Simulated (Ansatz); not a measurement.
Input:

```
CELL_PARAMETERS angstrom
      0.00000     3.07909     3.07909
      3.07909     0.00000     3.07909
      3.07909     3.07909     0.00000
ATOMIC_POSITIONS crystal
  Te 0.75000 0.75000 0.75000
  Zn 0.00000 0.00000 0.00000
```

No spin polarisation.

Calculations: r2SCAN/PAW in Ansatz (an electronic-structure program), without spin-orbit coupling, earlier PAW set. Settings: 9×9×9 k-points, 0.05 eV Fermi–Dirac smearing.

### Question
What band gap does the calculation give?

### Answer
1.68 eV.

### Question
Estimate the hole mass (degenerate bands, along [100]).

### Answer
0.11, 0.47, 0.47 mₑ (at Γ).

### Question
Predict the gap character.

### Answer
Direct at Γ.

### Question
What width of the top valence band does the calculation give?

### Answer
2.54 eV.

Spin-orbit coupling, missing from the scalar runs, can matter with Te. Load acts through the strain it causes; cell and atoms are relaxed under it. Masses are band curvatures over ±0.01 Å⁻¹ around the edge. Stability against distortions was not tested. The cell was made from ZnTe in the zinc blende structure (space group F-43m, No. 216) by this change: pressure −1 GPa.
